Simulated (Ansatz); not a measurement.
# ZnSe: the cost of one run

Program: Ansatz 0.2.0 through its Python package. The levels of theory stand in the script. These are calculated values, not measurements.

### 1 The structure

It takes space group P4/nmm (No. 129, tetragonal). Conventional cell: a = 4.108 Å, b = 4.108 Å, c = 6.070 Å, α = 90.00°, β = 90.00°, γ = 90.00°. Zn (site symmetry -4m2) is surrounded by 4 Se at 2.54 Å and 4 Zn at 2.90 Å. Se (site symmetry 4mm) is surrounded by 4 Zn at 2.54 Å.

No structure file is read: the coordinates are typed or built in the script.

### 2 The code

Input file soc_znse.py:

```python
"""What spin-orbit coupling does to the bands of ZnSe."""

import warnings

import ansatz as az

XC = "PBEsol"
FILLING = "Fixed"
KMESH = (5, 5, 3)

warnings.simplefilter("ignore", az.DeckWarning)

lattice = az.Lattice.of(
    [4.107702, 0.0, 0.0],
    [0.0, 4.107702, 0.0],
    [0.0, 0.0, 6.07035],
)
sites = [
    ("Zn", [0.0, 0.0, 0.0]),
    ("Zn", [0.5, 0.5, 0.0]),
    ("Se", [0.0, 0.5, 0.24628]),
    ("Se", [0.5, 0.0, 0.75372]),
]
znse = az.Crystal(lattice=lattice)
for symbol, position in sites:
    znse = znse.atom(symbol, position)

setup = znse.calculation().functional(XC).occupations(FILLING).basis(21 * az.Ha).kpoints(*KMESH).band_table()
for label, variant in (("scalar-relativistic", setup), ("spin-orbit", setup.spin(soc=True))):
    data = variant.run(threads=1, pin="off").report
    zero = data["band_edges_ev"][0] if data.get("band_edges_ev") else data["fermi_energy_ev"]
    near = [round(e - zero, 3) for e in data["eigenvalues_ev"][0] if abs(e - zero) < 2]
    print(label)
    print("  band edges (eV):", [round(e, 3) for e in data.get("band_edges_ev") or []] or "none reported")
    print("  levels at k =", data["kpoints_frac"][0], "within 2 eV of the zero:", near)
```

### 3 What the engine is handed

The engine receives this input (first run):

```yaml
crystal:
  lattice:
    - [4.107702, 0.0, 0.0]
    - [0.0, 4.107702, 0.0]
    - [0.0, 0.0, 6.07035]
  atoms:
    - { symbol: Zn, position: [0.0, 0.0, 0.0] }
    - { symbol: Zn, position: [0.5, 0.5, 0.0] }
    - { symbol: Se, position: [0.0, 0.5, 0.24628] }
    - { symbol: Se, position: [0.5, 0.0, 0.75372] }
basis:
  ecutwfc: 571.4391111657479
kpoints:
  mp_grid:
    grid: [5, 5, 3]
hamiltonian:
  xc: pbesol
scf:
  occupations:
    method: fixed
output:
  eigenvalues: true
```

### 4 Launch

Run with:

```console
$ python soc_znse.py
```

What time and memory should one allow on 1 thread of Arm Neoverse V2, shared host?

About 25 s, with a peak of 0.77 GiB.
